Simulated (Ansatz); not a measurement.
# Ba: one input, then a changed one

The cell is the one relaxed in the Materials Project (mp-1058581); entries there can be hypothetical. The listed cell was then made from it by scaling, straining or moving an atom.

First run: DFT, PBE, PAW with Ansatz's default frozen-core files, scalar-relativistic (Ansatz 0.2.0).

Command: `ansatz run input.yaml --threads 1 --pin off --max-ram 2048MiB --backend cpu --events-out ev --progress --plain --runs-dir out` The run took 21 s on 1 thread of AMD EPYC 7R43 64-Core Processor (Zen 3) (shared host), peak memory 0.49 GiB.

```yaml
crystal:
  lattice:
    - [2.20431935, -3.998856975, 0.0]
    - [2.20431935, 3.998856975, 0.0]
    - [0.0, 0.0, 7.43051481]
  atoms:
    - { symbol: Ba, position: [0.64767301, 0.33815503, 0.25499612] }
    - { symbol: Ba, position: [0.34075224, 0.65694784, 0.74279813] }
kpoints:
  mp_grid: { grid: [6, 6, 3] }
scf:
  occupations: { method: fermi_dirac, width: 0.05 }
hamiltonian:
  xc: pbe
  pseudopotentials: { kind: paw }
output:
  forces: true
  stress: true
  efg: { contact_densities: true }
relax:
  f_tol: 0.01
  max_steps: 80
```

Result: converged; relaxed volume 65.498 Å³/atom; 19 SCF iterations in all.

Spin–orbit coupling is left out, though it moves levels of the heavy atoms by tenths of an eV or more.

The input is then changed:

```diff
@@ -10,5 +10,5 @@
   mp_grid: { grid: [6, 6, 3] }
 scf:
-  occupations: { method: fermi_dirac, width: 0.05 }
+  occupations: { method: tetrahedron_uncorrected }
 hamiltonian:
   xc: pbe
```

**Question.** What does the second run give?

**Answer.** It converged; energy at zero smearing +13.3 meV/atom from the first run; relaxed volume 65.498 Å³/atom; 19 SCF iterations in all.

The results part of its log:

```
SCF converged after 2 iterations
Free energy (F): -11899.021007 eV
Harris-Foulkes:  -11899.021007 eV  (|F-HF|=5.14e-9)
Internal energy: -11899.013225 eV  (E = F + TS)
E sigma→0 (E₀):  -11899.021007 eV
Entropy (-TS):   -0.007783 eV (-3.891 meV/atom)
Fermi energy:    5.565807 eV
--- Per-component energies (eV) ---
  E_band       = -176.262297
  E_kinetic    = 332.309452
  E_local      = -774.525171  (includes V_loc(G=0)·N_el)
  E_nonlocal   = 114.134964
  E_hartree    = 245.018053
  E_xc         = -332.688793
  E_vxc        = -266.702336  (∫ρ·V_xc dr)
  E_paw        = -10451.628560  (= ΣΔE_a)
  E_vpaw       = -71.515236  (= ΣTr[D̂ρ^β])
  E_aug_tail   = -0.000004  (compensation charges beyond the density's cutoff)
  E_ewald      = -1031.633166
  E_smearing   = -0.007783  (= −TS)
  E_closure    = 0.000000  (closes the sum)
  Σ components = -11899.021007   (vs F -11899.021007, Δ=0.00e0)
--- Forces (eV/Å), atoms counted from 1 ---
  atom   1  Ba     0.00030691    -0.00038292    -0.00095323
  atom   2  Ba    -0.00030691     0.00038292     0.00095323
  max |Σ_I F_I| component: 0.00e0 eV/Å
--- Stress (GPa, compression-positive) ---
        0.150820       0.001188      -0.000002
        0.001188      -0.242273      -0.000037
       -0.000002      -0.000037      -0.476150
  P = ⅓ Tr σ = -0.1892 GPa (-1.892 kbar)
--- PAW observables at the nuclei: V_zz in 10²¹ V/m², potentials from the cell's mean, atoms counted from 1 ---
  atom   1  Ba V_zz =    +0.921164   η = 0.0192   by run symmetry: allowed
            electrostatic potential = -9618.180639 V   contact ρ = 2065512.133248 e/Å³
  atom   2  Ba V_zz =    +0.921164   η = 0.0192   by run symmetry: allowed
            electrostatic potential = -9618.180639 V   contact ρ = 2065512.133248 e/Å³
--- Band table (eV; the first three rows and the last of 56) ---
  k-point 0: bands = ["-23.3646", "-23.3323", "-8.7375", "-8.4078", "-8.3754", "-8.3469", "-8.3415", "-8.3333", "2.8244", "4.6261", "6.4923", "7.0645", "7.2146", "7.5569"]
  k-point 1: bands = ["-23.3565", "-23.3404", "-8.6432", "-8.4455", "-8.3927", "-8.3649", "-8.3623", "-8.3439", "3.2666", "4.2129", "6.3691", "6.8331", "7.0503", "7.2808"]
  k-point 2: bands = ["-23.3564", "-23.3278", "-8.7028", "-8.4708", "-8.4257", "-8.4235", "-8.3592", "-8.3527", "3.2394", "5.0313", "6.1548", "6.6607", "7.2462", "7.5564"]
  k-point 55: bands = ["-23.3306", "-23.3265", "-8.7289", "-8.6987", "-8.4781", "-8.4349", "-8.4302", "-8.3945", "4.7042", "4.9684", "5.8935", "5.9943", "6.8713", "6.9050"]
--- Relaxed structure (4 steps of the walk, 4 accepted, 0 SCFs on fresh bases) ---
  F+E_penalty+E_count = -11899.02100730 eV   max|allowed force component| = 9.532e-4 eV/Å
  atoms:
    - { symbol: Ba, position: [0.6530343970706625, 0.33840331962214687, 0.2489668755617982] }
    - { symbol: Ba, position: [0.33539085292933746, 0.656699550377853, 0.7488273744382016] }
```
